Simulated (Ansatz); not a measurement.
## From a trial cell to the properties of PbSe (rocksalt structure)

**What was measured.** A measured cell of cubic PbSe (space group Fm-3m) at 298 K, from the Crystallography Open Database (1987, doi:10.1107/S0108270187091509), has a = 6.121 Å and 28.67 Å³/atom.

From a printed reference work, monograph, for a bulk crystal of PbSe at 300 K: band gap 0.28 eV (direct).

Method: PBEsol, scalar-relativistic; no spin polarisation; PAW, 420 eV, 10×10×10 k-mesh, Gaussian smearing of 0.05 eV; code Ansatz. The datasets are Ansatz's generated set soft_2.

The start was a prototype's sites filled with these elements; the Crystallography Open Database holds the compound in this structure.

The start, 1 % over the database's volume:

```xyz
2
Lattice="0.0000 3.0723 3.0723 3.0723 0.0000 3.0723 3.0723 3.0723 0.0000" Properties=species:S:1:pos:R:3 pbc="T T T"
Pb    3.0723    3.0723    3.0723
Se    0.0000    0.0000    0.0000
```

The first steps of the search for zero pressure:

| run | level | k-mesh | kind | V (Å³/atom) | P (GPa) | gap on the mesh (eV) |
| --- | --- | --- | --- | --- | --- | --- |
| 1 | PBEsol | 10×10×10 | fixed cell | 29.00 | -1.0 | 0.24 |
| 2 | PBEsol | 10×10×10 | fixed cell | 28.80 | -0.7 | 0.21 |

At which volume does PBEsol reach zero pressure?

28.41 Å³/atom, about 2.0 % under the start.

The steps that followed:

| run | level | k-mesh | kind | V (Å³/atom) | P (GPa) | E − E(final) (meV/atom) | gap on the mesh (eV) |
| --- | --- | --- | --- | --- | --- | --- | --- |
| 3 | PBEsol | 10×10×10 | fixed cell | 28.41 | 0.0 | 0.0 | 0.17 |

The final structure (symmetry read at 0.01 Å). Symmetry: Fm-3m, No. 225, cubic system. Conventional cell: a = 6.103 Å, b = 6.103 Å, c = 6.103 Å, α = 90.00°, β = 90.00°, γ = 90.00°. Around Pb (site symmetry m-3m) lie 6 Se at 3.05 Å. Se (site symmetry m-3m) is surrounded by 6 Pb at 3.05 Å. (Shells end 15 % past the nearest neighbour.)

- At the final geometry the gap, band path included, is 0.17 eV.
- The equation of state gives B0 = 54 GPa and B0′ = 4.2.
- The elastic tensor is positive definite (smallest eigenvalue 17.4 GPa).
- Against the elements' standard states, run alike and uncorrected, the formation energy is -0.53 eV/atom.

**Against experiment.** PBEsol gives 6.103 Å and 28.41 Å³/atom, −0.9 % in volume (−0.3 % in length) from the database's cell. PBEsol was built to cure PBE's overestimate of volumes, and the static lattice lacks thermal expansion. Against the measured gap of PbSe, 0.28 eV (direct; 300 K; a printed reference work, monograph), the calculated 0.17 eV is off by -0.11 eV. 2 values of this kind are on record (0.15 to 0.28 eV); this one was drawn at random. Kohn–Sham gaps of semilocal functionals mostly fall below measured ones. Spin–orbit coupling is left out here. Temperature and excitons aren't in the calculation.

No spin–orbit coupling, a notable omission for heavy elements.
